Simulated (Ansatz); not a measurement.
WC:

```
W C
1.0
     1.64035   -2.11804    0.00000
     1.64035    2.11804    0.00000
     0.00000    0.00000    4.30942
W C
1 1
Direct
  0.50000 0.50000 0.50000
  0.00000 0.00000 0.00000
```

The cell was built by a generator and needn't be a form met in nature.

```yaml
Program: Ansatz 0.2.0
Task: relaxation of cell and atoms
Functional: LDA
Potentials_or_basis: Ansatz PAW
Cutoff: "420 eV (not typed: the program's choice for these potentials)"
k_mesh: 10 × 10 × 6
Occupations: fermi-dirac, width 0.05 eV
Spin: no spin polarisation
```

At the start: volume 14.97 Å³/atom.

**Question.** Where does the relaxation end?

**Answer.** It ends after 18 steps and the volume is 11.13 Å³/atom (-25.7 %); space group Cmmm (No. 65, to 0.05 Å).

Step by step:
```tsv
step	energy change (eV)	largest force (eV/Å)	volume (Å³)
1	0.0000	0.0000	29.94
2	-0.8986	0.0000	27.33
3	-1.7382	0.0000	25.04
4	-2.5047	0.0000	23.22
5	-3.2082	0.0000	22.08
6	-3.7944	0.0000	21.05
7	-4.1964	0.0000	21.05
8	-4.3501	0.0000	21.41
9	-4.4501	0.0000	21.81
10	-4.4564	0.0000	22.17
11	-4.4590	0.0000	22.18
12	-4.4594	0.0000	22.10
13	-4.4593	0.0000	22.11
14	-4.4722	0.0000	22.11
15	-4.4732	0.0000	22.24
16	-4.4732	0.0000	22.26
17	-4.4732	0.0000	22.26
18	-4.4734	0.0000	22.26
```

Final structure:
```xyz
2
Lattice="1.4620 -2.5498 0.0000 1.4620 2.5498 0.0000 0.0000 0.0000 2.9857" Properties=species:S:1:pos:R:3 pbc="T T T"
W     1.4620    0.0000    1.4929
C     0.0000    0.0000    0.0000
```

Caveat: the volume moved by over 15 % at a fixed basis, so the end points are rough; the plane-wave basis is chosen anew once the cell has moved, so the energies of steps on either side of that aren't comparable; the pressure holds a Pulay correction of +0.3 GPa for the finite cutoff; the PAW data sets come from PBE, with cores solved anew for the run's functional, which leaves a small shift of forces and pressure.
